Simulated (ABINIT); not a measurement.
# SiC (Moissanite) (P6_3mc) in ABINIT: a series of runs

The runs below take SiC (Moissanite) through relaxation of cell and atoms, single point, with BLYP+D3(BJ), PBE.

Program: ABINIT 10.8.3 (patched build). These are calculated values, not measurements. Logs are shortened: lines on timing, memory, paths and dates and some standing lists are left out, and cuts for length are marked. The log counts tension as positive stress, the text compression.

### Step 1. The crystal as given

It takes space group P6_3mc (No. 186, hexagonal). The conventional cell has a = 3.076 Å, b = 3.076 Å, c = 5.048 Å, α = 90.00°, β = 90.00°, γ = 120.00°. Around Si (site symmetry 3m) lie 4 C at 1.87 to 1.94 Å. C (site symmetry 3m) has 4 Si at 1.87 to 1.94 Å as nearest neighbours.

### Step 2. Relaxation of cell and atoms, BLYP+D3(BJ)

Contents of run.abi:

```
# Pseudopotentials
pp_dirpath "./"
pseudos "Si.GGA_PBE-JTH.xml, C.GGA_PBE-JTH.xml"

# Structure
acell 5.8127975593 5.8127975593 9.5393374771
rprim
     1.0000000000     0.0000000000     0.0000000000
    -0.5000000000     0.8660254038     0.0000000000
     0.0000000000     0.0000000000     1.0000000000
ntypat 2
znucl 14 6
natom 4
typat 1 1 2 2
xred
     0.6666666667     0.3333333333     0.5000000000
     0.3333333333     0.6666666667     0.0000000000
     0.6666666667     0.3333333333     0.8850000000
     0.3333333333     0.6666666667     0.3850000000
chkprim 0
chksymtnons 0
tolsym 1.0e-6

# Plane-wave basis
ecut 19.0
pawecutdg 38.0
pawxcdev 0
pawovlp -1

# k points
kptopt 1
ngkpt 10 10 5
nshiftk 1
shiftk 0.0 0.0 0.0

# Exchange and correlation
ixc -106131
vdw_xc 7

# Bands and occupations
nband 12
occopt 3
tsmear 0.00183747

# SCF cycle
nstep 100
tolvrs 1.0e-9

# Output
iomode 3
prtwf 0
prtden 0
prteig 0
prtebands 0
enunit 2

# Relaxation
ionmov 2
ntime 60
tolmxf 0.0005
optcell 1
dilatmx 1.08
ecutsm 0.5
```

Potentials or basis: JTH PAW PBE v2.0.

Run with:

```console
abinit run.abi > log 2>&1
```

run.abo:

```text
.Version 10.8.3 of ABINIT
 Symmetries : space group P6_3 m c (#186); Bravais hP (primitive hexag.)
================================================================================
 Values of the parameters that define the memory need of the present run
     intxc =       0    ionmov =       2      iscf =      17    lmnmax =       8
     lnmax =       4     mgfft =      45  mpssoang =       2    mqgrid =    3001
     natom =       4  nloc_mem =       2    nspden =       1   nspinor =       1
    nsppol =       1      nsym =      12    n1xccc =       1    ntypat =       2
    occopt =       3   xclevel =       2
       mpw =        1410          nfft =       32805          nkpt =          42
 PAW method is used; the additional fine FFT grid is defined by:
   mgfftf=        60    nfftf =     77760
================================================================================
================================================================================

--------------------------------------------------------------------------------
------------- Echo of variables that govern the present computation ------------
--------------------------------------------------------------------------------
 -outvars: echo values of preprocessed input variables --------
            acell      5.8127975593E+00  5.8127975593E+00  9.5393374771E+00 Bohr
              amu      2.80855000E+01  1.20110000E+01
          chkprim           0
      chksymtnons           0
          dilatmx      1.08000000E+00
             ecut      1.90000000E+01 Hartree
           ecutsm      5.00000000E-01 Hartree
           enunit           2
           ionmov           2
              ixc     -106131
         kptrlatt       10    0    0      0   10    0      0    0    5
          kptrlen      4.76966874E+01
            natom           4
            nband          12
            ngfft          27      27      45
          ngfftdg          36      36      60
             nkpt          42
            nstep         100
             nsym          12
            ntime          60
           ntypat           2
           occopt           3
          optcell           1
        pawecutdg      3.80000000E+01 Hartree
          pawovlp     -1.0000000000E+00
         pawxcdev           0
           prtden           0
        prtebands           0
           prteig           0
            prtwf           0
            rprim      1.0000000000E+00  0.0000000000E+00  0.0000000000E+00
                      -5.0000000000E-01  8.6602540380E-01  0.0000000000E+00
                       0.0000000000E+00  0.0000000000E+00  1.0000000000E+00
          spgroup         186
           tolmxf      5.00000000E-04
           tolsym      1.00000000E-06
           tolvrs      1.00000000E-09
           tsmear      1.83747000E-03 Hartree
            typat      1  1  2  2
           useylm           1
           vdw_xc           7
           xangst      1.5379999989E+00  8.8796471342E-01  2.5239999983E+00
                      -2.2766973476E-16  1.7759294268E+00  0.0000000000E+00
                       1.5379999989E+00  8.8796471342E-01  4.4674799970E+00
                      -2.2766973476E-16  1.7759294268E+00  1.9434799987E+00
            xcart      2.9063987796E+00  1.6780101178E+00  4.7696687386E+00
                      -4.3023344585E-16  3.3560202357E+00  0.0000000000E+00
                       2.9063987796E+00  1.6780101178E+00  8.4423136672E+00
                      -4.3023344585E-16  3.3560202357E+00  3.6726449287E+00
             xred      6.6666666667E-01  3.3333333333E-01  5.0000000000E-01
                       3.3333333333E-01  6.6666666667E-01  0.0000000000E+00
                       6.6666666667E-01  3.3333333333E-01  8.8500000000E-01
                       3.3333333333E-01  6.6666666667E-01  3.8500000000E-01
            znucl       14.00000    6.00000

================================================================================

 chkinp: Checking input parameters for consistency.

================================================================================
== DATASET  1 ==================================================================

--- !DatasetInfo
iteration_state: {dtset: 1, }
dimensions: {natom: 4, nkpt: 42, mband: 12, nsppol: 1, nspinor: 1, nspden: 1, mpw: 1410, }
cutoff_energies: {ecut:  19.0, pawecutdg:  38.0, }
electrons: {nelect:   1.60000000E+01, charge:   0.00000000E+00, occopt:   3.00000000E+00, tsmear:   1.83747000E-03, }
meta: {optdriver: 0, ionmov: 2, optcell: 1, iscf: 17, paral_kgb: 0, }
...

 Real(R)+Recip(G) space primitive vectors, cartesian coordinates (Bohr,Bohr^-1):
 R(1)=  5.8127976  0.0000000  0.0000000  G(1)=  0.1720342  0.0993240  0.0000000
 R(2)= -2.9063988  5.0340304  0.0000000  G(2)=  0.0000000  0.1986480  0.0000000
 R(3)=  0.0000000  0.0000000  9.5393375  G(3)=  0.0000000  0.0000000  0.1048291
 Unit cell volume ucvol=  2.7913818E+02 bohr^3
 Angles (23,13,12)=  9.00000000E+01  9.00000000E+01  1.20000000E+02 degrees

 Coarse grid specifications (used for wave-functions):

 getcut: wavevector=  0.0000  0.0000  0.0000  ngfft=  27  27  45
         ecut(hartree)=     22.162   => boxcut(ratio)=   2.11276

 Fine grid specifications (used for densities):

 getcut: wavevector=  0.0000  0.0000  0.0000  ngfft=  36  36  60
         ecut(hartree)=     44.323   => boxcut(ratio)=   2.06651

--- Pseudopotential description ------------------------------------------------
- pspini: atom type   1  psp file is ./Si.GGA_PBE-JTH.xml
 Pseudopotential format is: paw10
 basis_size (lnmax)=  4 (lmn_size=  8), orbitals=   0   0   1   1
 Spheres core radius: rc_sph= 1.90944987
 Shapefunction is BESSEL type: shapef(r,l)=aa(1,l)*jl(q(1,l)*r)+aa(2,l)*jl(q(2,l)*r)
 Radius for shape functions =  1.60149249
 Compensation charge density is not taken into account in XC energy/potential

- pspini: atom type   2  psp file is ./C.GGA_PBE-JTH.xml
 Pseudopotential format is: paw10
 basis_size (lnmax)=  4 (lmn_size=  8), orbitals=   0   0   1   1
 Spheres core radius: rc_sph= 1.50736703
 Shapefunction is SIN type: shapef(r)=[sin(pi*r/rshp)/(pi*r/rshp)]**2
 Radius for shape functions =  1.30052589
 Compensation charge density is not taken into account in XC energy/potential

   2.91409616E+02                                ecore*ucvol(ha*bohr**3)
--------------------------------------------------------------------------------

================================================================================

=== [ionmov= 2] Broyden-Fletcher-Goldfarb-Shanno method (forces)
================================================================================

--- Iteration: ( 1/60) Internal Cycle: (1/1)
--------------------------------------------------------------------------------

---SELF-CONSISTENT-FIELD CONVERGENCE--------------------------------------------
[... 549 lines left out ...]
 Difference of energy with previous step (new-old):
           Absolute (Ha)=-7.02004E-07
           Relative     =-3.59966E-08

 At Broyd/MD step   5, gradients are converged :
  max grad (force/stress) = 1.5465E-04 < tolmxf= 5.0000E-04 ha/bohr (free atoms)

================================================================================

 ----iterations are completed or convergence reached----

 Mean square residual over all n,k,spin=   69.588E-10; max=  31.832E-07
 reduced coordinates (array xred) for    4 atoms
       0.666666666667      0.333333333333      0.504639827589
       0.333333333333      0.666666666667      0.004639827589
       0.666666666667      0.333333333333      0.880360172411
       0.333333333333      0.666666666667      0.380360172411
 rms dE/dt=  3.8119E-04; max dE/dt=  5.7893E-04; dE/dt below (all hartree)
    1       0.000000000000      0.000000000000     -0.000732593309
    2       0.000000000000      0.000000000000     -0.000732593309
    3       0.000000000000      0.000000000000      0.000578932250
    4       0.000000000000      0.000000000000      0.000578932250

 cartesian coordinates (angstrom) at end:
    1      1.53339922907798     0.88530845769925     2.53980149574042
    2     -0.00000000000000     1.77061691539849     0.02335178558375
    3      1.53339922907798     0.88530845769925     4.43076420139355
    4     -0.00000000000000     1.77061691539849     1.91431449123688

 cartesian forces (hartree/bohr) at end:
    1      0.00000000000000     0.00000000000000     0.00006894926554
    2      0.00000000000000     0.00000000000000     0.00006894926554
    3     -0.00000000000000    -0.00000000000000    -0.00006894926554
    4      0.00000000000000     0.00000000000000    -0.00006894926554
 frms,max,avg= 3.9807877E-05 6.8949266E-05   0.000E+00  0.000E+00  8.078E-06 h/b

 cartesian forces (eV/Angstrom) at end:
    1      0.00000000000000     0.00000000000000     0.00354551378726
    2      0.00000000000000     0.00000000000000     0.00354551378726
    3     -0.00000000000000    -0.00000000000000    -0.00354551378726
    4      0.00000000000000     0.00000000000000    -0.00354551378726
 frms,max,avg= 2.0470033E-03 3.5455138E-03   0.000E+00  0.000E+00  4.154E-04 e/A
 length scales=  5.795409169271  5.795409169271  9.510801523632 bohr
              =  3.066798458156  3.066798458156  5.032899420313 angstroms
 Fermi (or HOMO) energy (hartree) =   0.35928   Average Vxc (hartree)=  -0.39703
 Eigenvalues (hartree) for nkpt=  42  k points:
 kpt#   1, nband= 12, wtk=  0.00200, kpt=  0.0000  0.0000  0.0000 (reduced coord)
  -0.26183   -0.13160   -0.00745    0.26064    0.26064    0.30490    0.30911    0.30911
   0.49305    0.54504    0.55887    0.55887
      occupation numbers for kpt#   1
   2.00000    2.00000    2.00000    2.00000    2.00000    2.00000    2.00000    2.00000
   0.00000    0.00000    0.00000    0.00000
 prteigrs : prtvol=0 or 1, do not print more k-points.

 Fermi (or HOMO) energy (eV) =   9.77660   Average Vxc (eV)= -10.80387
 Eigenvalues (   eV  ) for nkpt=  42  k points:
 kpt#   1, nband= 12, wtk=  0.00200, kpt=  0.0000  0.0000  0.0000 (reduced coord)
  -7.12482   -3.58103   -0.20270    7.09235    7.09235    8.29689    8.41119    8.41119
  13.41645   14.83128   15.20776   15.20776
 prteigrs : prtvol=0 or 1, do not print more k-points.

--- !EnergyTerms
iteration_state     : {dtset: 1, itime: 5, icycle: 1, }
comment             : Components of total free energy in Hartree
kinetic             :  1.03181332943578E+01
hartree             :  2.47073729435831E+00
xc                  : -9.22681533799204E+00
Ewald energy        : -2.09670577407058E+01
psp_core            :  1.05338691965304E+00
local_psp           : -8.30230886041726E+00
PAW spherical_terms :  5.24744416094418E+00
VdWaals_dft_d       : -9.55164550861314E-02
internal            : -1.95019967248878E+01
'-kT*entropy'       : -4.24553668867696E-16
total_energy        : -1.95019967248878E+01
total_energy_eV     : -5.30676365448780E+02
...

--- !EnergyTermsDC
iteration_state     : {dtset: 1, itime: 5, icycle: 1, }
comment             : '"Double-counting" decomposition of free energy'
band_energy         :  1.41440225266067E+00
Ewald energy        : -2.09670577407058E+01
psp_core            :  1.05338691965304E+00
xc_dc               : -3.70323604656634E+00
PAW spherical_terms :  2.79603336890213E+00
VdWaals_dft_d       : -9.55164550861314E-02
internal            : -1.95019877011424E+01
'-kT*entropy'       : -4.24553668867696E-16
total_energy_dc     : -1.95019877011424E+01
total_energy_dc_eV  : -5.30676119900158E+02
...

--- !EnergyTermsWithPAWCore
iteration_state     : {dtset: 1, itime: 5, icycle: 1, }
comment             : 'Components of total free energy, including PAW core contributions'
Total energy        : -6.56723739571601E+02
Total energy DC     : -6.56723730547855E+02
Total energy (eV)   : -1.78703633343879E+04
Total energy DC (eV): -1.78703630888392E+04
...

 rms coord change=  2.6788E-03   atom, delta coord (reduced):
     1        0.000000000000      0.000000000000      0.004639827589
     2        0.000000000000      0.000000000000      0.004639827589
     3        0.000000000000      0.000000000000     -0.004639827589
     4        0.000000000000      0.000000000000     -0.004639827589

 Cartesian components of stress tensor (hartree/bohr^3)
  sigma(1 1)=  3.34156983E-06  sigma(3 2)=  0.00000000E+00
  sigma(2 2)=  3.34156970E-06  sigma(3 1)=  0.00000000E+00
  sigma(3 3)= -1.13225547E-05  sigma(2 1)=  0.00000000E+00

-Cartesian components of stress tensor (GPa)         [Pressure=  4.5499E-02 GPa]
- sigma(1 1)=  9.83123787E-02  sigma(3 2)=  0.00000000E+00
- sigma(2 2)=  9.83123746E-02  sigma(3 1)=  0.00000000E+00
- sigma(3 3)= -3.33121060E-01  sigma(2 1)=  0.00000000E+00

== END DATASET(S) ==============================================================
================================================================================

 -outvars: echo values of variables after computation  --------
            acell      5.7954091693E+00  5.7954091693E+00  9.5108015236E+00 Bohr
           etotal     -1.9501987701E+01
            fcart      4.6461693118E-29  2.6824671028E-29  6.8949265536E-05
                       4.6461693118E-29  2.6824671028E-29  6.8949265536E-05
                      -1.3938507935E-28 -8.0474013084E-29 -6.8949265536E-05
                       4.6461693118E-29  2.6824671028E-29 -6.8949265536E-05
            rprim      1.0000000000E+00  0.0000000000E+00  0.0000000000E+00
                      -5.0000000000E-01  8.6602540380E-01  0.0000000000E+00
                       0.0000000000E+00  0.0000000000E+00  1.0000000000E+00
           strten      3.3415698320E-06  3.3415696950E-06 -1.1322554678E-05
                       0.0000000000E+00  0.0000000000E+00  0.0000000000E+00
           xangst      1.5333992291E+00  8.8530845770E-01  2.5398014957E+00
                      -2.2698868401E-16  1.7706169154E+00  2.3351785584E-02
                       1.5333992291E+00  8.8530845770E-01  4.4307642014E+00
                      -2.2698868401E-16  1.7706169154E+00  1.9143144912E+00
             xred      6.6666666667E-01  3.3333333333E-01  5.0463982759E-01
                       3.3333333333E-01  6.6666666667E-01  4.6398275891E-03
                       6.6666666667E-01  3.3333333333E-01  8.8036017241E-01
                       3.3333333333E-01  6.6666666667E-01  3.8036017241E-01
 Calculation completed.
```

It took 1.8 min on 1 thread of Arm Neoverse V2, shared host; peak memory 0.12 GiB.

Results:

```
Free energy                                           : -530.6761 eV
Relaxed volume                                        : 10.25 Å³/atom
Relaxed cell                                          : a = 3.067 Å, b = 3.067 Å, c = 5.033 Å, α = 90.00°, β = 90.00°, γ = 120.00°
Space group after relaxing (to 0.05 Å)                : P6_3mc (No. 186)
Energy gained by relaxing                             : 9.9 meV/atom
Ionic steps                                           : 5
Pressure after relaxing                               : 0.0 GPa
Largest force after relaxing                          : 0.004 eV/Å
Band gap on the k mesh                                : 2.75 eV, indirect (least direct gap 4.26 eV)
Valence electrons inside the program's atomic spheres : Si 1.70; C 2.63
```

Forces in eV/Å, atoms in the order of the input:
```
Si   0.000  0.000  0.004
Si   0.000  0.000  0.004
C    0.000  0.000 -0.004
C    0.000  0.000 -0.004
```

The path:
```
step  energy change (eV)  largest force (eV/Å)  pressure (GPa)  volume (Å³)
   1              0.0000                0.7657           -1.60        41.36
   2             -0.0220                0.5332           -0.71        41.16
   3             -0.0391                0.0591            0.65        40.88
   4             -0.0396                0.0102            0.16        40.97
   5             -0.0396                0.0035            0.05        40.99
```

Final structure:
```
Si C
1.0
     3.06680    0.00000    0.00000
    -1.53340    2.65593    0.00000
     0.00000    0.00000    5.03290
Si C
2 2
Cartesian
  1.5334 0.8853 2.5398
  0.0000 1.7706 0.0234
  1.5334 0.8853 4.4308
  0.0000 1.7706 1.9143
```

Caveat: the PAW data sets were made with another functional, which shifts forces and pressure a little; an odd mesh through Γ misses points on the zone boundary, where band edges often lie.

### Step 3. Single point, PBE

Contents of run.abi:

```
pp_dirpath "./"
pseudos "Si.upf, C.upf"

acell 5.8127975593 5.8127975593 9.5393374771
rprim
     1.0000000000     0.0000000000     0.0000000000
    -0.5000000000     0.8660254038     0.0000000000
     0.0000000000     0.0000000000     1.0000000000
ntypat 2
znucl 14 6
natom 4
typat 1 1 2 2
xcart
     1.5380000002     0.8879647139     2.5240000000
    -0.0000000002     1.7759294281     0.0000000000
     1.5380000002     0.8879647139     4.4674800000
    -0.0000000002     1.7759294281     1.9434800000 Angstrom

ecut 31.0

kptopt 1
ngkpt 8 8 4
nshiftk 1
shiftk 0.0 0.0 0.0

ixc 11

nband 12
occopt 3
tsmear 0.05 eV

nstep 100
tolvrs 1.0e-10

iomode 3
prtwf 0
prtden 0
prteig 0
prtebands 0
enunit 1
```

Potentials or basis: PseudoDojo NC SR PBE v0.4.1 standard.

Run with:

```console
mpirun --bind-to none -np 4 abinit run.abi > log 2>&1
```

run.abo:

```text
.Version 10.8.3 of ABINIT
 Symmetries : space group P6_3 m c (#186); Bravais hP (primitive hexag.)
================================================================================
 Values of the parameters that define the memory need of the present run
     intxc =       0    ionmov =       0      iscf =       7    lmnmax =       6
     lnmax =       6     mgfft =      48  mpssoang =       3    mqgrid =    3001
     natom =       4  nloc_mem =       1    nspden =       1   nspinor =       1
    nsppol =       1      nsym =      12    n1xccc =    2501    ntypat =       2
    occopt =       3   xclevel =       2
       mpw =        2319          nfft =       43200          nkpt =          30
================================================================================
================================================================================

--------------------------------------------------------------------------------
------------- Echo of variables that govern the present computation ------------
[... 223 lines left out ...]
            acell      5.8127975593E+00  5.8127975593E+00  9.5393374771E+00 Bohr
           etotal     -2.0535657701E+01
            fcart      3.2425895397E-28 -1.8721099436E-28  1.4730745757E-02
                      -2.3161353855E-28  1.3372213883E-28  1.4730745757E-02
                      -4.6322707710E-29  2.6744427765E-29 -1.4730745757E-02
                      -4.6322707710E-29  2.6744427765E-29 -1.4730745757E-02
            rprim      1.0000000000E+00  0.0000000000E+00  0.0000000000E+00
                      -5.0000000000E-01  8.6602540380E-01  0.0000000000E+00
                       0.0000000000E+00  0.0000000000E+00  1.0000000000E+00
           strten     -1.2895274144E-04 -1.2895274164E-04  3.9827914338E-05
                       0.0000000000E+00  0.0000000000E+00  0.0000000000E+00
           xangst      1.5379999995E+00  8.8796471429E-01  2.5239999983E+00
                       5.2816337718E-10  1.7759294277E+00  0.0000000000E+00
                       1.5379999995E+00  8.8796471429E-01  4.4674799983E+00
                       5.2816337718E-10  1.7759294277E+00  1.9434800000E+00
             xred      6.6666666700E-01  3.3333333366E-01  5.0000000000E-01
                       3.3333333367E-01  6.6666666699E-01  0.0000000000E+00
                       6.6666666700E-01  3.3333333366E-01  8.8500000026E-01
                       3.3333333367E-01  6.6666666699E-01  3.8500000026E-01
 Calculation completed.
```

Run time: 7.2 s. Hardware: 4 MPI ranks of Arm Neoverse V1, shared host; peak memory 0.24 GiB.

What came out:

| Quantity | Value |
| --- | --- |
| Free energy | -558.8037 eV |
| Largest force | 0.757 eV/Å |
| Band gap on the k mesh | 2.58 eV, indirect (least direct gap 4.08 eV) |
| Valence electrons inside the program's atomic spheres | Si 1.94; C 4.25 |

Forces in eV/Å, atoms in the order of the input:
```
Si   0.000  0.000  0.757
Si   0.000  0.000  0.757
C    0.000  0.000 -0.757
C    0.000  0.000 -0.757
```

Caveat: the cutoff is too short for stress, so the log's stress isn't used.

[end of part 1 of 2]
